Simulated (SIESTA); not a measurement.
Co:

```xyz
2
Lattice="2.4720 0.0000 0.0000 -1.2360 2.1408 0.0000 0.0000 0.0000 4.0211" Properties=species:S:1:pos:R:3 pbc="T T T"
Co    1.2360    0.7136    3.0159
Co    0.0000    1.4272    1.0053
```

Base run:

| Item | Value |
| --- | --- |
| Program | SIESTA 5.4.2 |
| Functional | PBE |
| Potentials or basis | PseudoDojo 0.4 standard (PBE files) |
| Basis | DZP (energy shift 0.002 Ry) |
| Grid cutoff | 800 Ry |
| Energy shift | 0.002 Ry |
| k mesh | 12 × 12 × 7 |
| Occupations | fermi-dirac, width 0.05 eV |
| Spin | collinear spin, ferromagnetic start |
| Starting moments | [2.0, 2.0] μB |

Its results: band gap on the k mesh none (metal or under the smearing width); pressure 5.1 GPa; net moment 3.24 μB per cell; site moments Co +1.62 μB.

Problem. The run is repeated on the same cell with these changes: basis from DZP (energy shift 0.002 Ry) to DZ (energy shift 0.002 Ry). What comes out?

Solution. Band gap on the k mesh none (metal or under the smearing width); pressure -1.8 GPa; net moment 3.28 μB per cell; site moments Co +1.64 μB.

Caveats: semicore shells carry a single zeta, which can move pressures by several GPa and volumes by a few percent; the basis of atomic orbitals isn't converged, which shifts pressures, moduli and gaps; the basis has no polarisation orbitals (some runs).

Not every run made on this cell is shown here.
